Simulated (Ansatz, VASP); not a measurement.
Two plane-wave programs on GaAs3

```
CELL_PARAMETERS angstrom
6.15699 0.00000 0.00000
-3.07849 5.33211 0.00000
0.00000 0.00000 4.94193
ATOMIC_POSITIONS crystal
Ga 0.33333 0.66667 0.25000
Ga 0.66667 0.33333 0.75000
As 0.83300 0.66600 0.25000
As 0.16700 0.83300 0.75000
As 0.33400 0.16700 0.25000
As 0.16700 0.33400 0.75000
As 0.83300 0.16700 0.25000
As 0.66600 0.83300 0.75000
```

Alike in both runs: task single point; functional PBE; k mesh 3 × 3 × 4; occupations gaussian, width 0.1 eV; no spin polarisation.

|  | VASP | Ansatz |
| --- | --- | --- |
| version | VASP 6.6.1 | Ansatz 0.2.0 |
| potentials or method | VASP PAW PBE potentials, release 64 (Ga_d, As) | scalar-relativistic, plane waves, PAW |
| plane-wave cutoff (eV) | 520 | 420 |
| valence electrons in the cell | 56 | 116 |

VASP gave:

* gap on the k mesh at the Fermi level (eV): none
* pressure (GPa): -3.1
* largest component of the traceless stress (GPa): 3.09
* rms of the force components (eV/Å): 0.097

Q: Estimate Ansatz's values.

A: gap on the k mesh at the Fermi level (eV): none; pressure (GPa): -3.1; largest component of the traceless stress (GPa): 3.08; rms of the force components (eV/Å): 0.097.

Atom by atom the forces differ by 0.001 eV/Å (rms over components). A gap of «none» marks a metal or a gap that the smearing closes. The functional is the same, so the differences come from potentials, cutoffs and numerics. The two sets of potentials don't hold the same shells in valence.

Caveats: the k mesh is coarse (spacing up to 0.39 Å⁻¹), so the values aren't converged.
